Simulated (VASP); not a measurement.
# ZnO (zincite): input slips in a relaxation and what they do, part 2 of 2

Some relaxations of ZnO (zincite) get a fault in the input on purpose. Which of them show, and how? The starting structure is a measured crystal structure from the Crystallography Open Database. The first relaxation on each setting starts from this cell expanded by 3 % in volume.

VASP 6.6.1.

Results so far: reference 11.86 Å³ an atom.

## Step 5: Relaxation with a smearing far too wide

Level of this step: PBEsol; plane waves and PAW (Zn, O) (VASP).

A slip made on purpose: a smearing far too wide. Against step 2 the input has SIGMA = 2 (also changed: NELM).

File INCAR:

```
SYSTEM = ZnO
PREC = Accurate
ENCUT = 520
EDIFF = 1E-06
NELM = 60
ISMEAR = 0
SIGMA = 2
LREAL = .FALSE.
ALGO = Normal
GGA = PS
NBANDS = 24
LORBIT = 11
LWAVE = .FALSE.
LCHARG = .FALSE.
KPAR = 8
IBRION = 2
NSW = 50
ISIF = 3
EDIFFG = -0.006
```

File POSCAR:

```
ZnO
1.0
    3.2814814587      0.0000000000      0.0000000000
   -1.6407407294      2.8418463053      0.0000000000
    0.0000000000      0.0000000000      5.2572540255
Zn O
2 2
Direct
    0.6666666667      0.3333333333      0.0000000000
    0.3333333333      0.6666666667      0.5000000000
    0.3333333333      0.6666666667      0.8790100000
    0.6666666667      0.3333333333      0.3790100000
```

File KPOINTS:

```
Automatic mesh
0
Gamma
8 8 4
0 0 0
```

PAW data sets: Zn and O (PBE family, release 64).

The run is started by

```
$ mpirun -np 8 vasp_std
```

What it wrote:

```text
[... set-up lines as in an earlier step ...]
 entering main loop
       N       E                     dE             d eps       ncg     rms          rms(c)
DAV:   1     0.274156374760E+03    0.27416E+03   -0.18345E+04  1456   0.216E+03
DAV:   2     0.387255644754E+01   -0.27028E+03   -0.25627E+03  1592   0.416E+02
DAV:   3    -0.220072823607E+02   -0.25880E+02   -0.25662E+02  1680   0.135E+02
DAV:   4    -0.224033149540E+02   -0.39603E+00   -0.39578E+00  1608   0.179E+01
[...]
DAV:  12    -0.196071037954E+02    0.96775E-05   -0.10163E-04  2184   0.213E-01    0.122E-02
DAV:  13    -0.196071053172E+02   -0.15218E-05   -0.14006E-05  1752   0.571E-02    0.786E-03
DAV:  14    -0.196071055532E+02   -0.23597E-06   -0.28451E-06  1320   0.309E-02
   1 F= -.19607106E+02 E0= -.19210586E+02  d E =-.196071E+02
[... from here on, the cycles between the ionic steps are left out ...]
   2 F= -.19615954E+02 E0= -.19242663E+02  d E =-.884880E-02
   3 F= -.19618025E+02 E0= -.19237874E+02  d E =-.109190E-01
   4 F= -.19618023E+02 E0= -.19238163E+02  d E =-.109177E-01
   5 F= -.19617478E+02 E0= -.19240899E+02  d E =-.103726E-01
   6 F= -.19618012E+02 E0= -.19238539E+02  d E =-.109062E-01
   7 F= -.19618227E+02 E0= -.19236677E+02  d E =-.215368E-03
   8 F= -.19618223E+02 E0= -.19236925E+02  d E =-.211595E-03
   9 F= -.19618396E+02 E0= -.19237425E+02  d E =-.172315E-03
  10 F= -.19618476E+02 E0= -.19237904E+02  d E =-.252560E-03
  11 F= -.19618580E+02 E0= -.19237377E+02  d E =-.104374E-03
  12 F= -.19618585E+02 E0= -.19237037E+02  d E =-.109176E-03
[...]
reached required accuracy - stopping structural energy minimisation
```

Wall time 32 s (8 MPI ranks of Intel Xeon Platinum 8559C (Emerald Rapids), shared host); peak memory 1.7 GiB; 4 min of CPU time.

From OUTCAR (step 5):

```text
  Total       -0.0155399     -0.0155399     -0.0088052      0.0000000      0.0000000      0.0000000
  in kB       -0.5189024     -0.5189024     -0.2940215      0.0000000      0.0000000      0.0000000
  external PRESSURE =      -0.4439421 kB  Pullay stress =       0.0000000 kB

 POSITION                                       TOTAL-FORCE (eV/Angst)
 -----------------------------------------------------------------------------------
      1.62238      0.93668      0.00419         0.000000     -0.000000     -0.002500
     -0.00000      1.87336      2.63537         0.000000     -0.000000     -0.002500
     -0.00000      1.87336      4.62146         0.000000      0.000000      0.002500
      1.62238      0.93668      1.99029        -0.000000      0.000000      0.002500
 -----------------------------------------------------------------------------------
    total drift:                               -0.000000     -0.000001      0.000037

  FREE ENERGIE OF THE ION-ELECTRON SYSTEM (eV)
  ---------------------------------------------------
  free  energy   TOTEN  =       -19.6185850896 eV

  energy  without entropy=      -18.8554888489  energy(sigma->0) =      -19.23703697

[... 2 parts as in an earlier step ...]

[... 2 further parts left out ...]
[key lines of the parts left out:]
E-fermi :   2.7325
```

With a smearing far too wide the cell ends at 11.995 Å³ an atom, +1.18 % from the reference, a by +0.2 % and c by +0.8 %.

## Step 6: Relaxation with too few ionic steps

A slip made on purpose: too few ionic steps. Against step 2 the input has NSW = 2 (also changed: NELM).

INCAR, as its differences from that of step 5:

```diff
@@ -6,3 +6,3 @@
 ISMEAR = 0
-SIGMA = 2
+SIGMA = 0.03
 LREAL = .FALSE.
@@ -16,3 +16,3 @@
 IBRION = 2
-NSW = 50
+NSW = 2
 ISIF = 3
```

POSCAR is that of step 5.

KPOINTS is that of step 5.

The run is started by

```
$ mpirun -np 8 vasp_std
```

What it wrote:

```text
[... set-up lines as in an earlier step ...]
 entering main loop
       N       E                     dE             d eps       ncg     rms          rms(c)
[... 13 cycles as in an earlier step ...]
   1 F= -.19385256E+02 E0= -.19385256E+02  d E =-.193853E+02
[...]
N       E                     dE             d eps       ncg     rms          rms(c)
DAV:   1    -0.204948155151E+02   -0.11096E+01   -0.14649E+01  1720   0.708E+01    0.775E+00
DAV:   2    -0.195048416834E+02    0.98997E+00   -0.38109E+00  1664   0.412E+01    0.263E+00
DAV:   3    -0.194344629610E+02    0.70379E-01   -0.10947E-01  1560   0.315E+00    0.143E+00
DAV:   4    -0.194015863107E+02    0.32877E-01   -0.25157E-02  2608   0.304E+00    0.227E-01
DAV:   5    -0.194015279379E+02    0.58373E-04   -0.10654E-02  1496   0.902E-01    0.118E-01
DAV:   6    -0.194014040239E+02    0.12391E-03   -0.53495E-04  1704   0.221E-01    0.541E-02
DAV:   7    -0.194013937117E+02    0.10312E-04   -0.93513E-05  1768   0.274E-01    0.185E-02
DAV:   8    -0.194013943973E+02   -0.68563E-06   -0.31789E-05  1560   0.553E-02    0.408E-03
DAV:   9    -0.194013941646E+02    0.23268E-06   -0.78969E-07   840   0.274E-02
   2 F= -.19401394E+02 E0= -.19401394E+02  d E =-.161380E-01
 trial-energy change:   -0.016138  1 .order   -0.016466   -0.073790    0.040859
 step:   0.6397(harm=  0.6436)  dis= 0.00172  next Energy=   -19.408771 (dE=-0.235E-01)
```

Elapsed: 8.6 s, on 8 MPI ranks; peak memory 1.5 GiB.

Parts of OUTCAR (step 6):

```text
  Total        0.8131413      0.8131413      0.7591498     -0.0000000      0.0000000      0.0000000
  in kB       27.9703279     27.9703279     26.1131357     -0.0000000      0.0000000      0.0000000
  external PRESSURE =      27.3512639 kB  Pullay stress =       0.0000000 kB

 POSITION                                       TOTAL-FORCE (eV/Angst)
 -----------------------------------------------------------------------------------
      1.60976      0.92939      5.18615         0.000000      0.000000      0.024541
     -0.00000      1.85879      2.59175        -0.000000      0.000000      0.024541
     -0.00000      1.85879      4.56368        -0.000000     -0.000000     -0.024541
      1.60976      0.92939      1.96927        -0.000000     -0.000000     -0.024541
 -----------------------------------------------------------------------------------
    total drift:                                0.000001      0.000001      0.000856

  FREE ENERGIE OF THE ION-ELECTRON SYSTEM (eV)
  ---------------------------------------------------
  free  energy   TOTEN  =       -19.4013941646 eV

  energy  without entropy=      -19.4013941646  energy(sigma->0) =      -19.40139416

[... 1 part as in an earlier step ...]

[... 2 further parts left out ...]
[key lines of the parts left out:]
E-fermi :   1.3841
```

The relaxation used up its 2 ionic steps (NSW) before forces and stress met EDIFFG.

## Step 7: All runs side by side

| run | ended | volume (Å³/atom) | change (%) | pressure left (GPa) | core minutes |
| --- | --- | --- | --- | --- | --- |
| reference | converged | 11.856 | - | 0.03 | 3.97 |
| a loose electronic threshold | not converged | - | - | - | 5.07 |
| only the volume free (ISIF = 7) | not converged | - | - | - | 8.67 |
| a smearing far too wide | converged | 11.995 | 1.18 | -0.04 | 4.27 |
| too few ionic steps | not converged | - | - | - | 1.15 |

Core minutes are wall time times ranks, summed over the relaxations behind a row (those for a bulk modulus apart), on shared hosts.

## Step 8: Summary of results

```yaml
volume_of_the_reference: 11.86 Å³/atom
volume_against_the_reference_a_smearing_far_too_wide: +1.18 %
run_with_a_loose_electronic_threshold: not converged
run_with_only_the_volume_free: not converged
run_with_too_few_ionic_steps: not converged
```

**Reading.** The runs with a loose electronic threshold, only the volume free (ISIF = 7) and too few ionic steps didn't converge. Finished, but with signs in the output that stand out against the reference: a smearing far too wide, with the volume changed by +1.2 %, a by +0.2 % and c by +0.8 % (signs: a large entropy term in the energy). The reference was restarted once and the runs with a slip weren't, so their cells may not have settled fully. Further runs on this material are not shown.

[Lines on the potential files, build, host, timing and source positions are cut from VASP's logs without a mark.]

[Logs are printed without paths, hosts, clocks, repeated set-up lines and the standing remarks that a program may print on its own settings, such as how far it seeks lower states.]

[Hosts, paths, dates, database ids (printed as entryN), source tags and the programs' standing remarks are cut or masked in the printed files.]
